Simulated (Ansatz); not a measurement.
The system is Co.

```
Co
1.0
     2.48736    0.00000    0.00000
    -1.24368    2.15412    0.00000
     0.00000    0.00000    4.06329
Co
2
Direct
  0.33333 0.66667 0.74014
  0.66667 0.33333 0.25986
```

```yaml
Program: Ansatz 0.2.0
Task: relaxation of cell and atoms
Functional: HSE03
Potentials_or_basis: Ansatz PAW
Cutoff: "420 eV (not typed: the program's choice for these potentials)"
k_mesh: 6 × 6 × 4
Occupations: fermi-dirac, width 0.05 eV
Spin: collinear spin, ferromagnetic start
Starting_moments: "[2.0, 2.0] μB"
```

At the start: volume 10.89 Å³/atom.

Question: Where does the relaxation end?

Answer: It ends after 11 steps and the volume is 12.37 Å³/atom (+13.7 %); space group P-3m1 (No. 164, to 0.05 Å); moment 4.12 μB per cell.

Step by step:
```csv
step,energy change (eV),largest force (eV/Å),volume (Å³)
1,0.0000,0.4571,21.77
2,-0.0350,0.2764,22.37
3,-0.0687,0.1492,23.15
4,-0.1511,0.0924,24.23
5,-0.1619,0.0414,24.71
6,-0.1625,0.0128,24.61
7,-0.1626,0.0007,24.61
8,-0.1743,0.0018,24.61
9,-0.1745,0.0014,24.71
10,-0.1745,0.0003,24.75
11,-0.1749,0.0003,24.75
```

Final structure:
```
CELL_PARAMETERS angstrom
2.67269 0.00000 0.00000
-1.33634 2.31462 0.00000
0.00000 0.00000 4.00034
ATOMIC_POSITIONS crystal
Co 0.33333 0.66667 0.74064
Co 0.66667 0.33333 0.25936
```

Caveat: the k mesh is coarse (spacing up to 0.49 Å⁻¹), so the values aren't converged, least of all with exact exchange; the magnetic or orbital state may not be the lowest; the plane-wave basis is chosen anew once the cell has moved, so the energies of steps on either side of that aren't comparable; the pressure holds a Pulay correction of +0.4 GPa for the finite cutoff; the PAW data sets come from PBE, with cores solved anew for the run's functional, which leaves a small shift of forces and pressure.
